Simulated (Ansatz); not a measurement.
# AgBr: how much do the potentials matter?

AgBr in the rock-salt structure, in a typed cell, not relaxed.

```
CELL_PARAMETERS angstrom
0.00000 2.92000 2.92000
2.92000 0.00000 2.92000
2.92000 2.92000 0.00000
ATOMIC_POSITIONS crystal
Ag 0.00000 0.00000 0.00000
Br 0.50000 0.50000 0.50000
```

Computed with Ansatz (plane-wave DFT, scalar-relativistic): PBE; k mesh 6×6×6; fixed occupations; no spin. Phonons (linear response) are harmonic and in cm⁻¹; i marks an unstable mode. Zone-centre lists hold the optical modes without the non-analytic term.

Caveats: coarse k mesh; the program warns that the mesh is coarse for the field response; soft modes or ε∞ of this crystal moved by over a tenth between k meshes, so they aren't converged.

The reference is the run on all-electron PAW datasets (no frozen core) at 310 eV and 24.90 Å³ an atom: top Γ mode (cm⁻¹) 68; lowest mode at X = [0.5, 0, 0.5] (cm⁻¹) 30; top mode at X = [0.5, 0, 0.5] (cm⁻¹) 115; mean ε∞ 5.84; mean Born charge of Ag (e) 1.55.

The same calculation was made on Ansatz generated PAW, Ansatz hand-made PAW, JTH PAW, PseudoDojo norm-conserving, GBRV ultrasoft, Ansatz norm-conserving. How far do the results move?


```
                potentials  cutoff (eV)  top Γ mode (cm⁻¹)  lowest mode at X = [0.5, 0, 0.5] (cm⁻¹)  top mode at X = [0.5, 0, 0.5] (cm⁻¹)  mean ε∞  mean Born charge of Ag (e)
      Ansatz generated PAW          420                 68                                       30                                   115     5.84                        1.55
      Ansatz hand-made PAW          680                 68                                       30                                   115     5.83                        1.55
                   JTH PAW         1380                 69                                       30                                   116     5.79                        1.54
PseudoDojo norm-conserving         1116                 68                                       30                                   115     5.82                        1.55
            GBRV ultrasoft          544                 68                                       31                                   116     5.81                        1.54
    Ansatz norm-conserving          960                 68                                       30                                   115     5.84                        1.55
```

The largest move among the frequencies in the table is 1.0 cm⁻¹, in the top Γ mode on JTH PAW.
